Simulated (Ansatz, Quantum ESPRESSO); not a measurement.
# Screening and band shifts of honeycomb MgO, 1 layer, part 4 of 6

How does honeycomb MgO, 1 layer respond to a gate-like field without added charge?

Quantum ESPRESSO 7.5; plane-wave DFT, LDA, GBRV ultrasoft pseudopotentials; geometry and cross-check by Ansatz 0.2.0 with PAW datasets.

So far. Step 5 (Band structure: no field): Along this path the valence top lies at K and the conduction bottom at Γ. Step 6 (SCF with pw.x: field 0.1 V/Å): The dipole goes from 0.0000 to 0.0123 e Å, 0.1233 e Å per V/Å.

## 7. Potential by pp.x

Contents of f1.pot.in:

```
&inputpp
  prefix = 'f1'
  outdir = './out'
  filplot = 'f1.pot.dat'
  plot_num = 11
/
```

The run is started by

```sh
$ OMP_NUM_THREADS=1 mpirun -n 2 pp.x -in f1.pot.in > f1.pot.out
```

Run time: 0.93 s. Hardware: 2 MPI ranks of Arm Neoverse V2, shared host; peak memory 0.12 GiB.

Read from the output:

```
slope of the potential above                                          : 0.1000 eV/Å
upper vacuum line continued to the top atoms, over the valence top    : 5.796 eV
slope of the potential below                                          : 0.09996 eV/Å
lower vacuum line continued to the bottom atoms, over the valence top : 6.033 eV
```

The slope in the vacuum is 0.100 eV/Å for an applied 0.10 V/Å, as it should be.

## 8. Self-consistent run: field 0.2 V/Å

Contents of f2.in:

```
&control
  prefix = 'f2'
  outdir = './out'
  pseudo_dir = './pseudo'
  calculation = 'scf'
  tprnfor = .true.
  tefield = .true.
  dipfield = .true.
/
&system
  ibrav = 0
  nat = 2
  ntyp = 2
  ecutwfc = 40
  ecutrho = 200
  occupations = 'smearing'
  smearing = 'fd'
  degauss = 0.004
  edir = 3
  emaxpos = 0.97
  eopreg = 0.04
  eamp = 0.00388938
/
&electrons
  conv_thr = 1e-09
  mixing_beta = 0.4
  electron_maxstep = 120
  mixing_mode = 'plain'
  startingpot = 'file'
/
ATOMIC_SPECIES
  O   15.9990  o_lda_v1.2.uspp.F.UPF
  Mg  24.3050  mg_lda_v1.4.uspp.F.UPF
CELL_PARAMETERS angstrom
  3.30000000000655 0.00000000000000 0.00000000000000
  -1.65000000000328 2.85788383249432 0.00000000000000
  0.00000000000000 0.00000000000000 17.00000000000000
ATOMIC_POSITIONS crystal
  O   0.666666666667 0.333333333333 0.500000000000
  Mg  0.333333333333 0.666666666667 0.500000000000
K_POINTS automatic
  12 12 1 0 0 0
```

The run is started by

```sh
$ cp -r out/f0.save out/f2.save
$ OMP_NUM_THREADS=1 mpirun -n 2 pw.x -nk 2 -in f2.in > f2.out
```

What it wrote:

```text
[banner, memory and clock lines left out]
Program PWSCF v.7.5 starts
[...]
number of electrons       =        16.00
     number of Kohn-Sham states=           12
     kinetic-energy cutoff     =      40.0000  Ry
     charge density cutoff     =     200.0000  Ry
[...]
number of k points=    74  Fermi-Dirac smearing, width (Ry)=  0.0040
[...]
Dense  grid:    51547 G-vectors     FFT dimensions: (  30,  30, 150)
[...]
The initial density is read from file :
[...]
negative rho (up, down):  1.981E-04 0.000E+00
[...]
Starting wfcs are    9 randomized atomic wfcs +    3 random wfcs
[...]
negative rho (up, down):  1.973E-04 0.000E+00
[...]
estimated scf accuracy    <       0.00083341 Ry
[...]
negative rho (up, down):  1.974E-04 0.000E+00
[...]
estimated scf accuracy    <       0.00000552 Ry
[...]
negative rho (up, down):  1.975E-04 0.000E+00
[...]
estimated scf accuracy    <       0.00000074 Ry
[...]
negative rho (up, down):  1.976E-04 0.000E+00
[...]
estimated scf accuracy    <       0.00000014 Ry
[...]
negative rho (up, down):  1.976E-04 0.000E+00
[...]
estimated scf accuracy    <       0.00000001 Ry
[...]
negative rho (up, down):  1.976E-04 0.000E+00
[...]
estimated scf accuracy    <          4.7E-09 Ry
[...]
negative rho (up, down):  1.976E-04 0.000E+00
[...]
Computed dipole along edir(3) :
        Dipole                0.0467 Ry au,          0.1187 Debye
        Dipole field          0.0005 Ry au,
        E field amplitude [Ha a.u.]:  3.8894E-03
        Potential amp.        0.2064 Ry
        Total length         30.8403 bohr
[...]
the Fermi energy is    -3.0601 ev
!    total energy              =    -157.52843095 Ry
     estimated scf accuracy    <          2.5E-11 Ry
     smearing contrib. (-TS)   =      -0.00000000 Ry
     internal energy E=F+TS    =    -157.52843095 Ry
[...]
one-electron contribution =    -531.52063067 Ry
     hartree contribution      =     263.56700696 Ry
     xc contribution           =     -23.72664878 Ry
     ewald contribution        =     134.15217957 Ry
     electric field correction =      -0.00033803 Ry
     convergence has been achieved in   7 iterations
     negative rho (up, down):  1.976E-04 0.000E+00
[...]
Total force =     0.005531     Total SCF correction =     0.000031
[...]
```

Run time: 21 s. Hardware: 2 MPI ranks; peak memory 0.22 GiB.

Read from the output:

```
free energy                          : -2143.2835 eV
Fermi energy                         : -3.060 eV
dipole along the normal              : 0.02471 e·Å
valence top, on the run's zero       : -4.371 eV
conduction bottom, on the run's zero : -1.000 eV
gap by band count                    : 3.371 eV
```

The dipole goes from 0.0000 to 0.0247 e Å, 0.1236 e Å per V/Å.

## 9. Electrostatic potential

Contents of f2.pot.in:

```
&inputpp
  prefix = 'f2'
  outdir = './out'
  filplot = 'f2.pot.dat'
  plot_num = 11
/
```

The run is started by

```sh
$ OMP_NUM_THREADS=1 mpirun -n 2 pp.x -in f2.pot.in > f2.pot.out
```

Run time: 0.94 s. Hardware: 2 MPI ranks; peak memory 0.12 GiB; 1.7 s of CPU time.

Read from the output:

```
slope of the potential above                                          : 0.2000 eV/Å
upper vacuum line continued to the top atoms, over the valence top    : 5.680 eV
slope of the potential below                                          : 0.2000 eV/Å
lower vacuum line continued to the bottom atoms, over the valence top : 6.154 eV
```

The slope in the vacuum is 0.200 eV/Å for an applied 0.20 V/Å, as it should be.

## 10. Band structure: field 0.2 V/Å

Contents of f2.bands.in:

```
&control
  prefix = 'f2.bands'
  outdir = './out'
  pseudo_dir = './pseudo'
  calculation = 'bands'
  tefield = .true.
  dipfield = .true.
/
&system
  ibrav = 0
  nat = 2
  ntyp = 2
  ecutwfc = 40
  ecutrho = 200
  occupations = 'smearing'
  smearing = 'fd'
  degauss = 0.004
  edir = 3
  emaxpos = 0.97
  eopreg = 0.04
  eamp = 0.00388938
  nbnd = 14
/
&electrons
  conv_thr = 1e-07
  mixing_beta = 0.4
  electron_maxstep = 120
  mixing_mode = 'local-TF'
/
ATOMIC_SPECIES
  O   15.9990  o_lda_v1.2.uspp.F.UPF
  Mg  24.3050  mg_lda_v1.4.uspp.F.UPF
CELL_PARAMETERS angstrom
  3.30000000000655 0.00000000000000 0.00000000000000
  -1.65000000000328 2.85788383249432 0.00000000000000
  0.00000000000000 0.00000000000000 17.00000000000000
ATOMIC_POSITIONS crystal
  O   0.666666666667 0.333333333333 0.500000000000
  Mg  0.333333333333 0.666666666667 0.500000000000
K_POINTS crystal_b
4
  0.0000000000 0.0000000000 0.0000000000 14
  0.5000000000 0.0000000000 0.0000000000 14
  0.3333333333 0.3333333333 0.0000000000 14
  0.0000000000 0.0000000000 0.0000000000 1
```

The run is started by

```sh
$ cp -r out/f2.save out/f2.bands.save
$ cp out/f2.xml out/f2.bands.xml
$ OMP_NUM_THREADS=1 mpirun -n 2 pw.x -nk 2 -in f2.bands.in > f2.bands.out
```

What it wrote:

```text
[banner, memory and clock lines left out]
Program PWSCF v.7.5 starts
[citation notice left out]

[...]
bravais-lattice index     =            0
     lattice parameter (alat)  =       6.2361  a.u.
     unit-cell volume          =    1081.9421 (a.u.)^3
     number of atoms/cell      =            2
     number of atomic types    =            2
     number of electrons       =        16.00
     number of Kohn-Sham states=           14
     kinetic-energy cutoff     =      40.0000  Ry
     charge density cutoff     =     200.0000  Ry
     Exchange-correlation=  SLA  PZ   NOGX NOGC
                           (   1   1   0   0   0   0   0)

[...]
PseudoPot. # 1 for O  read from file:
     ./pseudo/o_lda_v1.2.uspp.F.UPF
     Pseudo is Ultrasoft + core correction, Zval =  6.0
     Generated by new atomic code, or converted to UPF format
     Using radial grid of  737 points,  5 beta functions with:
                l(1) =   0
                l(2) =   0
                l(3) =   1
                l(4) =   1
                l(5) =   2
     Q(r) pseudized with  8 coefficients,  rinner =    0.900   0.900   0.900
                                                       0.900   0.900

     PseudoPot. # 2 for Mg read from file:
     ./pseudo/mg_lda_v1.4.uspp.F.UPF
     Pseudo is Ultrasoft, Zval = 10.0
     Generated by new atomic code, or converted to UPF format
     Using radial grid of  821 points,  7 beta functions with:
                l(1) =   0
                l(2) =   0
                l(3) =   0
                l(4) =   1
                l(5) =   1
                l(6) =   2
                l(7) =   2
     Q(r) pseudized with  8 coefficients,  rinner =    1.200   1.200   1.200
                                                       1.200   1.200

     atomic species   valence    mass     pseudopotential
     O                 6.00    15.99900     O ( 1.00)
     Mg               10.00    24.30500     Mg( 1.00)

     No symmetry found

[...]
number of k points=    43  Fermi-Dirac smearing, width (Ry)=  0.0040
[...]
Dense  grid:    51547 G-vectors     FFT dimensions: (  30,  30, 150)

     Smooth grid:    37077 G-vectors     FFT dimensions: (  25,  25, 135)

     The potential is recalculated from file :
     ./out/f2.bands.save/charge-density

     negative rho (up, down):  1.976E-04 0.000E+00

     Adding external electric field

     Computed dipole along edir(3) :
        Dipole                0.0467 Ry au,          0.1187 Debye
        Dipole field          0.0005 Ry au,

        E field amplitude [Ha a.u.]:  3.8894E-03
        Potential amp.        0.2064 Ry
        Total length         30.8403 bohr

     Starting wfcs are    9 randomized atomic wfcs +    5 random wfcs

     Band Structure Calculation
     Davidson diagonalization with overlap

     ethr =  6.25E-10,  avg # of iterations = 34.8

     End of band structure calculation

          k = 0.0000 0.0000 0.0000 (  4649 PWs)   bands (ev):

   -75.6077 -43.1616 -42.9981 -42.9981 -19.3766  -5.3390  -4.7193  -4.7193
    -1.0005   0.5719   1.1585   2.5089   2.7689   4.8935

          k = 0.0357 0.0206 0.0000 (  4665 PWs)   bands (ev):

   -75.6077 -43.1615 -42.9985 -42.9982 -19.3711  -5.3295  -4.7574  -4.7223
    -0.9587   0.5950   1.1769   2.5347   2.7902   4.9201

[...]
```

The job ended after 10 s (2 MPI ranks; peak memory 0.14 GiB).

Band numbers count within the set of bands kept for display. The electronic bands at the labelled points (eV, zero at the highest filled level of the SCF mesh; v1 is the highest filled band, c1 the lowest empty one):

```csv
point,v3,v2,v1,c1,c2,c3,c4
Γ,-0.97,-0.35,-0.35,3.37,4.94,5.53,6.88
halfway,-1.53,-0.57,-0.47,4.89,5.98,6.45,7.99
M,-2.38,-0.58,-0.11,7.44,7.73,8.32,9.39
halfway,-2.19,-0.98,-0.06,7.79,8.26,8.52,9.64
K,-1.72,-1.64,0.00,8.52,8.98,9.00,9.45
halfway,-1.66,-0.62,-0.46,5.32,6.29,6.78,8.33
Γ,-0.97,-0.35,-0.35,3.37,4.94,5.53,6.88
```

The electronic bands as a text plot (rows in eV, shown from -2.4 to 6.9 only):

```
    6.7 |+          ++++++                     ++  +++          +
    6.3 |        ++++                            ++ +++++
    5.9 |     ++++++   +                           +  ++ ++++
    5.5 |+++++  +    ++                                 +++  ++++
    5.1 | ++++++    +                               ++     +++++
    4.8 |+         +                                  ++        +
    4.4 |       +++                                     +
    4.0 |     ++                                         ++++
    3.6 | ++++                                               +++
    3.2 |+                                                      +
    2.8 |
    2.4 |
    2.1 |
    1.7 |
    1.3 |
    0.9 |
    0.5 |
    0.1 |                          ***********
   -0.3 |**********  **************           ******     ********
   -0.6 |  ***********************                 ***********
   -1.0 |********                 ****        *****      ********
   -1.4 |        ***                  *** ****        ***
   -1.8 |           ***               ******** *******
   -2.2 |              ***************        *
         Γ                   M           K                      Γ
```

Upper empty bands that drop with the field can be states of the vacuum, held by the sawtooth; they depend on the cell's width.

Along this path the valence top lies at K and the conduction bottom at Γ.

## 11. Self-consistent run: field 0.3 V/Å

f3.in is the input of step 8 with these lines changed:

```diff
@@ -1,3 +1,3 @@
 &control
-  prefix = 'f2'
+  prefix = 'f3'
   outdir = './out'
@@ -21,3 +21,3 @@
   eopreg = 0.04
-  eamp = 0.00388938
+  eamp = 0.00583407
 /
```

The run is started by

```sh
$ cp -r out/f0.save out/f3.save
$ OMP_NUM_THREADS=1 mpirun -n 2 pw.x -nk 2 -in f3.in > f3.out
```

What it wrote:

```text
[banner, memory and clock lines left out]
Program PWSCF v.7.5 starts
[...]
number of electrons       =        16.00
     number of Kohn-Sham states=           12
     kinetic-energy cutoff     =      40.0000  Ry
     charge density cutoff     =     200.0000  Ry
[...]
number of k points=    74  Fermi-Dirac smearing, width (Ry)=  0.0040
[...]
Dense  grid:    51547 G-vectors     FFT dimensions: (  30,  30, 150)
[...]
The initial density is read from file :
[...]
negative rho (up, down):  1.981E-04 0.000E+00
[...]
Starting wfcs are    9 randomized atomic wfcs +    3 random wfcs
[...]
negative rho (up, down):  1.961E-04 0.000E+00
[...]
estimated scf accuracy    <       0.00188883 Ry
[...]
negative rho (up, down):  1.965E-04 0.000E+00
[...]
estimated scf accuracy    <       0.00001682 Ry
[...]
negative rho (up, down):  1.966E-04 0.000E+00
[...]
estimated scf accuracy    <       0.00000207 Ry
[...]
negative rho (up, down):  1.970E-04 0.000E+00
[...]
estimated scf accuracy    <       0.00000049 Ry
[...]
negative rho (up, down):  1.971E-04 0.000E+00
[...]
estimated scf accuracy    <       0.00000002 Ry
[...]
negative rho (up, down):  1.971E-04 0.000E+00
[...]
estimated scf accuracy    <          6.7E-09 Ry
[...]
negative rho (up, down):  1.971E-04 0.000E+00
[...]
Computed dipole along edir(3) :
        Dipole                0.0701 Ry au,          0.1782 Debye
        Dipole field          0.0008 Ry au,
        E field amplitude [Ha a.u.]:  5.8341E-03
        Potential amp.        0.3096 Ry
        Total length         30.8403 bohr
[...]
the Fermi energy is    -3.0711 ev
!    total energy              =    -157.52865816 Ry
     estimated scf accuracy    <          4.5E-10 Ry
     smearing contrib. (-TS)   =      -0.00000000 Ry
     internal energy E=F+TS    =    -157.52865816 Ry
[...]
one-electron contribution =    -531.51642608 Ry
     hartree contribution      =     263.56281574 Ry
     xc contribution           =     -23.72646660 Ry
     ewald contribution        =     134.15217957 Ry
     electric field correction =      -0.00076080 Ry
     convergence has been achieved in   7 iterations
     negative rho (up, down):  1.971E-04 0.000E+00
[...]
Total force =     0.008260     Total SCF correction =     0.000090
[...]
```

Elapsed: 21 s, on 2 MPI ranks; peak memory 0.22 GiB; 43 s of CPU time.

Numbers from this step:

| Property | Result |
| --- | --- |
| free energy | -2143.2866 eV |
| Fermi energy | -3.071 eV |
| dipole along the normal | 0.03710 e·Å |
| valence top, on the run's zero | -4.361 eV |
| conduction bottom, on the run's zero | -1.018 eV |
| gap by band count | 3.342 eV |

The dipole goes from 0.0000 to 0.0371 e Å, 0.1237 e Å per V/Å.

## 12. Potential by pp.x

Contents of f3.pot.in:

```
&inputpp
  prefix = 'f3'
  outdir = './out'
  filplot = 'f3.pot.dat'
  plot_num = 11
/
```

The run is started by

```sh
$ OMP_NUM_THREADS=1 mpirun -n 2 pp.x -in f3.pot.in > f3.pot.out
```

Elapsed: 0.93 s, on 2 MPI ranks; peak memory 0.12 GiB; 1.7 s of CPU time.

Numbers from this step:

* slope of the potential above: 0.3000 eV/Å
* upper vacuum line continued to the top atoms, over the valence top: 5.566 eV
* slope of the potential below: 0.2999 eV/Å
* lower vacuum line continued to the bottom atoms, over the valence top: 6.278 eV

The slope in the vacuum is 0.300 eV/Å for an applied 0.30 V/Å, as it should be.

Each curve counts from the valence top of its own run.

The runs together. The potential energy by z:

```csv
z (Å),potential at 0 V/Å (eV),potential at 0.1 V/Å (eV),potential at 0.2 V/Å (eV),potential at 0.3 V/Å (eV)
0.0,5.91,5.55,5.19,4.82
0.5,5.91,5.23,4.55,3.88
1.0,5.91,5.28,4.65,4.03
1.5,5.91,5.33,4.75,4.18
2.0,5.91,5.38,4.85,4.33
2.5,5.91,5.43,4.95,4.48
3.0,5.91,5.48,5.05,4.63
3.5,5.91,5.53,5.15,4.78
4.0,5.91,5.58,5.25,4.93
4.5,5.91,5.63,5.35,5.08
5.0,5.91,5.68,5.45,5.23
5.5,5.91,5.73,5.55,5.37
6.0,5.89,5.75,5.62,5.49
6.5,5.80,5.71,5.63,5.55
7.0,5.47,5.42,5.37,5.33
7.5,4.12,4.10,4.08,4.06
8.0,-2.09,-2.09,-2.10,-2.10
8.5,-13.5,-13.5,-13.5,-13.5
9.0,-2.09,-2.08,-2.07,-2.07
9.5,4.12,4.14,4.16,4.18
10.0,5.47,5.51,5.56,5.61
10.5,5.80,5.89,5.98,6.07
11.0,5.89,6.02,6.16,6.29
11.5,5.91,6.09,6.27,6.46
12.0,5.91,6.14,6.38,6.62
12.5,5.91,6.20,6.48,6.77
13.0,5.91,6.25,6.58,6.92
13.5,5.91,6.30,6.68,7.07
14.0,5.91,6.35,6.78,7.22
14.5,5.91,6.40,6.88,7.37
15.0,5.91,6.45,6.98,7.52
15.5,5.91,6.50,7.08,7.67
16.0,5.91,6.55,7.18,7.82
16.5,5.91,6.52,7.14,7.75
```

(Part 4 of 6 ends here.)

[Logs are printed without paths, hosts, clocks, repeated set-up lines and the standing remarks that a program may print on its own settings, such as how far it seeks lower states.]

[Hosts, paths, dates, database ids (printed as entryN), source tags and the programs' standing remarks are cut or masked in the printed files.]

[Maps of the electrostatic potential energy from Ansatz leave out the sawtooth potential of an applied field or a dipole correction, so their vacuum need not be flat; planar profiles and work functions include it.]
